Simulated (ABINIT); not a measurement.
Sc:

```
CELL_PARAMETERS angstrom
3.30900 0.00000 0.00000
-1.65450 2.86568 0.00000
0.00000 0.00000 5.27330
ATOMIC_POSITIONS crystal
Sc 0.66667 0.33333 0.75000
Sc 0.33333 0.66667 0.25000
```

- Program: ABINIT 10.8.3 (patched build)
- Task: relaxation of cell and atoms
- Functional: PBE
- Potentials or basis: JTH PAW PBE v2.0
- Cutoff: 408 eV
- k mesh: 7 × 7 × 4
- Occupations: fermi-dirac, width 0.05 eV
- Spin: no spin polarisation

At the start: pressure -0.9 GPa; volume 25.00 Å³/atom.

Problem. Where does the relaxation end?

Solution. Over 8 steps the energy falls by 4.4 meV/atom and the volume is 24.58 Å³/atom (-1.7 %); space group P6_3/mmc (No. 194, to 0.05 Å).

Step by step:
```tsv
step	energy change (eV)	largest force (eV/Å)	pressure (GPa)	volume (Å³)
1	0.0000	0.0000	-0.87	50.00
2	-0.0017	0.0000	-0.74	49.87
3	-0.0082	0.0000	0.42	48.79
4	-0.0084	0.0000	0.27	48.92
5	-0.0086	0.0000	0.12	49.05
6	-0.0087	0.0000	-0.02	49.17
7	-0.0088	0.0000	-0.02	49.17
8	-0.0088	0.0000	-0.01	49.16
```

Final structure:
```
Sc
1.0
     3.31943    0.00000    0.00000
    -1.65971    2.87471    0.00000
     0.00000    0.00000    5.15135
Sc
2
Direct
  0.66667 0.33333 0.75000
  0.33333 0.66667 0.25000
```
